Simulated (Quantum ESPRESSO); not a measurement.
**Ga: zone-centre phonons under several settings**

```
Ga
1.0
     2.59729    0.00000    0.00399
     0.00000    3.37775    0.00000
    -1.24795    0.00000    3.97275
Ga
2
Direct
  0.14220 0.75000 0.76199
  0.85780 0.25000 0.23801
```

This isn't the form of Ga at room conditions, which is orthorhombic.

All runs used Quantum ESPRESSO 7.5; potentials PseudoDojo 0.4.1 SR LDA standard; k mesh 7 × 6 × 5; no spin polarisation; cutoff 1088 eV; occupations cold, width 0.2 eV.

```csv
level,geometry,volume (Å³/atom),pressure (GPa),lowest optical mode without the field (cm⁻¹),highest optical mode without the field (cm⁻¹)
LDA,relaxed at 0 GPa,17.44,0.0,34,197
LDA,relaxed at 2 GPa,16.86,2.0,37,215
LDA,relaxed at 5 GPa,16.29,5.0,46,229
LDA,relaxed at 10 GPa,15.52,9.9,56,249
LDA,relaxed at 15 GPa,?,14.9,?,?
```

What stands in the row left open?

Volume 14.89 Å³/atom; lowest optical mode without the field 74 cm⁻¹; highest optical mode without the field 268 cm⁻¹.

Caveats: some runs use coarse meshes; the mesh is thin for the phonons of a metal; the cell is more than 3 GPa from zero pressure, which shifts response properties (some runs); the volume moved by over 15 % at a fixed basis, so the end points are rough (some runs).

For the row left open. Caveat: the k mesh is coarse; the mesh is thin for the phonons of a metal; the volume moved by over 15 % at a fixed basis, so the end points are rough; the cell is more than 3 GPa from zero pressure, which shifts response properties.
